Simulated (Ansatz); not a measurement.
The following input was run with Ansatz 0.2.0.

```yaml
crystal:
  lattice:
    - [4.8516403664, 0.0, 0.0]
    - [0.0, 4.8516403664, 0.0]
    - [0.0, 0.0, 6.1304694847]
  atoms:
    - { symbol: Pb, position: [0.0, 0.5, 0.2351] }
    - { symbol: Pb, position: [0.5, 0.0, 0.7649] }
    - { symbol: Te, position: [0.0, 0.0, 0.0] }
    - { symbol: Te, position: [0.5, 0.5, 0.0] }
basis:
  ecutwfc: 420
kpoints:
  mp_grid: { grid: [10, 10, 8] }
hamiltonian:
  xc: pbe
scf:
  occupations: { method: gaussian, width: 0.1 }
output:
  forces: true
  stress: true
  eigenvalues: true
```

Run as
```bash
ansatz run input.yaml --threads 1 --pin off --max-ram 1331MiB --backend cpu --events-out ev --progress --plain --runs-dir out
```

Level of theory: DFT PBE, scalar-relativistic, plane waves, PAW in Ansatz 0.2.0.

Abridged output:

```
Pseudopotentials: kind: paw
Pseudopotential: Pb, paw, valence charge 14, recommended cutoff 420 eV (normal)
Pseudopotential: Te, paw, valence charge 16, recommended cutoff 420 eV (normal)
Functional definition: PBE
Crystal: 4 atoms, lattice volume = 144.302 Å³
Basis set: ecut = 420 eV, 2833 PW (Γ), exchange–correlation on 72×72×90 points (8 copies of the dense FFT grid, shifted against one another)
Bands: 36, of which v1, the nominal top of the filled ones, is band 30 counted from 1 (29 counted from 0)
Symmetry: 16 space group operations
Space group: P4/nmm (ITA 129), of the structure as read, at distance tolerance 5.2e-5 Å
k-points: 105 of 800
Initial density: superposition of atomic densities (neutral atoms: chi_scale 0, normalization atom), corrected by the library's trained network
Initial wavefunctions: pseudopotential atomic-orbital guess
Functional: x = pbe(κ = 0.804, μ = 0.21951497), c = pbe(β = 0.06672455)
SCF iter   1: F=—  HF=-37770.857192 eV  |F-HF|=—  |Δ(HF+E_count)|=         —  Δρ=2.05e-3  dr2=1.93e-2  ethr=1.77e-3  ⟨swp⟩=7.9  Hψ=17894  notcnv=0
SCF iter   2: F=—  HF=-37770.859187 eV  |F-HF|=—  |Δ(HF+E_count)|=   2.00e-3  Δρ=1.69e-3  dr2=1.16e-2  ethr=3.22e-5  ⟨swp⟩=2.0  Hψ=8239  notcnv=0  defer=155
SCF iter   3: F=—  HF=-37770.855937 eV  |F-HF|=—  |Δ(HF+E_count)|=   3.25e-3  Δρ=3.40e-4  dr2=4.61e-4  ethr=1.93e-5  ⟨swp⟩=2.0  Hψ=5719  notcnv=0  defer=155
SCF iter   4: F=—  HF=-37770.855937 eV  |F-HF|=—  |Δ(HF+E_count)|=   2.77e-7  Δρ=1.14e-4  dr2=1.99e-5  ethr=7.68e-7  ⟨swp⟩=2.0  Hψ=5715  notcnv=0  defer=155
SCF iter   5: F=—  HF=-37770.855946 eV  |F-HF|=—  |Δ(HF+E_count)|=   9.32e-6  Δρ=2.75e-5  dr2=1.45e-6  ethr=3.31e-8  ⟨swp⟩=2.0  Hψ=6784  notcnv=0  defer=143
SCF iter   6: F=-37770.855947 eV  HF=-37770.855947 eV  |F-HF|=7.14e-9  |Δ(HF+E_count)|=   9.91e-7  Δρ=7.99e-6  dr2=7.85e-8  ethr=1.67e-10  ⟨swp⟩=9.4  Hψ=20834  notcnv=0
SCF 1 converged in 6 iterations: F = -37770.855947 eV  dr2 = 7.85e-8
SCF converged after 6 iterations
Free energy (F): -37770.855947 eV
Harris-Foulkes:  -37770.855947 eV  (|F-HF|=7.14e-9)
Internal energy: -37770.849269 eV  (E = F + TS)
E sigma→0 (E₀):  -37770.852608 eV
Entropy (-TS):   -0.006678 eV (-1.670 meV/atom)
Fermi energy:    8.670173 eV
--- Per-component energies (eV) ---
  E_band       = -691.636337
  E_kinetic    = 955.426917
  E_local      = -6487.064996  (includes V_loc(G=0)·N_el)
  E_nonlocal   = 80.885636
  E_hartree    = 3335.715306
  E_xc         = -696.394857
  E_vxc        = -481.465236  (∫ρ·V_xc dr)
  E_paw        = -30137.033199  (= ΣΔE_a)
  E_vpaw       = -1430.866302  (= ΣTr[D̂ρ^β])
  E_aug_tail   = -0.000233  (compensation charges beyond the density's cutoff)
  E_ewald      = -4822.383843
  E_smearing   = -0.006678  (= −TS)
--- Forces (eV/Å), atoms counted from 1 ---
  atom   1  Pb     0.00000000     0.00000000     3.28761100
  atom   2  Pb     0.00000000     0.00000000    -3.28761100
  atom   3  Te     0.00000000     0.00000000     0.00000000
  atom   4  Te     0.00000000     0.00000000     0.00000000
--- Stress (GPa, compression-positive) ---
       20.394988       0.000000       0.000000
        0.000000      20.394988       0.000000
        0.000000       0.000000       9.987841
  P = ⅓ Tr σ = 16.9259 GPa (169.259 kbar)
--- Band table (eV; the first three rows and the last of 105) ---
  k-point 0: bands = ["-28.6376", "-28.6349", "-28.6180", "-28.5926", "-28.5827", "-28.5827", "-28.5752", "-28.5752", "-28.5613", "-28.5448", "-8.8522", "-8.7351", "-8.7107", "-8.7107", "-8.6553", "-8.6553", "-8.6544", "-8.6374", "-8.6172", "-8.5948", "-5.7686", "-1.5988", "-0.7772", "2.5926", "3.0909", "3.0909", "6.8562", "7.0513", "7.0513", "7.1656", "8.7885", "9.3744", "10.7336", "10.7336", "12.2715", "12.2715"]
  k-point 1: bands = ["-28.6376", "-28.6349", "-28.6180", "-28.5926", "-28.5827", "-28.5827", "-28.5752", "-28.5752", "-28.5613", "-28.5448", "-8.8518", "-8.7356", "-8.7099", "-8.7099", "-8.6562", "-8.6562", "-8.6540", "-8.6379", "-8.6166", "-8.5953", "-5.7637", "-1.5984", "-0.8206", "2.6683", "3.0999", "3.0999", "6.8631", "7.0347", "7.0347", "7.1464", "8.4674", "9.7353", "10.5923", "10.5923", "12.4948", "12.4948"]
  k-point 2: bands = ["-28.6376", "-28.6349", "-28.6180", "-28.5926", "-28.5827", "-28.5827", "-28.5752", "-28.5752", "-28.5613", "-28.5448", "-8.8506", "-8.7367", "-8.7079", "-8.7079", "-8.6585", "-8.6585", "-8.6529", "-8.6390", "-8.6150", "-8.5965", "-5.7516", "-1.5976", "-0.9202", "2.8508", "3.1219", "3.1219", "6.8436", "6.9935", "6.9935", "7.1012", "8.1186", "10.2178", "10.3476", "10.3476", "12.9378", "12.9378"]
  k-point 104: bands = ["-28.6259", "-28.6259", "-28.6178", "-28.6178", "-28.5838", "-28.5838", "-28.5750", "-28.5750", "-28.5504", "-28.5504", "-8.7944", "-8.7944", "-8.7116", "-8.7116", "-8.6594", "-8.6594", "-8.6524", "-8.6524", "-8.5904", "-8.5904", "-3.2303", "-3.2303", "-1.4473", "-1.4473", "4.2470", "4.2470", "4.8717", "4.8717", "9.3691", "9.3691", "11.6124", "11.6124", "12.3581", "12.3581", "12.4948", "12.4948"]
```

Self-consistency was reached.

Spin–orbit coupling is left out, which can shift energies with elements as heavy as these. The cell holds layers, and where no dispersion correction was added their binding is poorly described.